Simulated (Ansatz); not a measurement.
Crystal: TePb.

```
Pb Te
1.0
     0.00000    3.23100    3.23100
     3.23100    0.00000    3.23100
     3.23100    3.23100    0.00000
Pb Te
1 1
Direct
  0.00000 0.00000 0.00000
  0.50000 0.50000 0.50000
```

```yaml
Program: Ansatz 0.2.0
Task: relaxation of cell and atoms
Functional: BLYP
Dispersion: D4
Potentials_or_basis: Ansatz PAW
Cutoff: "420 eV (not typed: the program's choice for these potentials)"
k_mesh: 7 × 7 × 7
Occupations: fermi-dirac, width 0.05 eV
Spin: no spin polarisation
```

At the start: volume 33.73 Å³/atom.

**Question.** Where does the relaxation end?

**Answer.** It ends after 8 steps and the volume is 37.10 Å³/atom (+10.0 %); space group Fm-3m (No. 225, to 0.05 Å).

Step by step:
| step | energy change (eV) | largest force (eV/Å) | volume (Å³) |
| --- | --- | --- | --- |
| 1 | 0.0000 | 0.0000 | 67.46 |
| 2 | -0.0173 | 0.0000 | 70.62 |
| 3 | -0.0425 | 0.0000 | 72.31 |
| 4 | -0.0684 | 0.0000 | 74.80 |
| 5 | -0.0708 | 0.0000 | 73.99 |
| 6 | -0.0711 | 0.0000 | 74.23 |
| 7 | -0.0712 | 0.0000 | 74.20 |
| 8 | -0.0721 | 0.0000 | 74.20 |

Final structure:
```
CELL_PARAMETERS angstrom
0.00000 3.33521 3.33521
3.33521 0.00000 3.33521
3.33521 3.33521 0.00000
ATOMIC_POSITIONS crystal
Pb 0.00000 0.00000 0.00000
Te 0.50000 0.50000 0.50000
```

Caveat: the plane-wave basis is chosen anew once the cell has moved, so the energies of steps on either side of that aren't comparable; the PAW data sets come from PBE, with cores solved anew for the run's functional, which leaves a small shift of forces and pressure.
